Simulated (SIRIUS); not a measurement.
Au:

```
CELL_PARAMETERS angstrom
2.87792 0.00000 0.00000
1.43896 2.49236 0.00000
1.43896 0.83079 2.34982
ATOMIC_POSITIONS crystal
Au 0.00000 0.00000 0.00000
```

- Program: SIRIUS 7.12.0
- Task: relaxation of cell and atoms
- Functional: RPBE
- Dispersion: D4
- Potentials or basis: PseudoDojo 0.4.1 PBE standard (scalar relativistic)
- Cutoff: 1054 eV
- Density cutoff: 4214 eV
- k mesh: 8 × 8 × 8
- Occupations: fermi-dirac, width 0.05 eV
- Spin: no spin polarisation

At the start: pressure 3.8 GPa; volume 16.85 Å³/atom.

How do energy, volume and symmetry change on relaxing?

Over 3 steps the energy falls by 4.2 meV/atom and the volume is 17.22 Å³/atom (+2.2 %); space group Fm-3m (No. 225, to 0.05 Å).

The path:
| step | energy change (eV) | largest force (eV/Å) | pressure (GPa) | volume (Å³) |
| --- | --- | --- | --- | --- |
| 1 | 0.0000 | 0.0000 | 3.75 | 16.85 |
| 2 | -0.0040 | 0.0000 | 0.79 | 17.14 |
| 3 | -0.0042 | 0.0000 | 0.03 | 17.22 |

Final structure:
```xyz
1
Lattice="2.8987 0.0000 0.0000 1.4493 2.5103 0.0000 1.4493 0.8368 2.3668" Properties=species:S:1:pos:R:3 pbc="T T T"
Au    0.0000    0.0000    0.0000
```

Caveat: the potentials were made for another functional, which shifts forces and pressure; pairwise dispersion overbinds metals, which lowers pressure and volume.
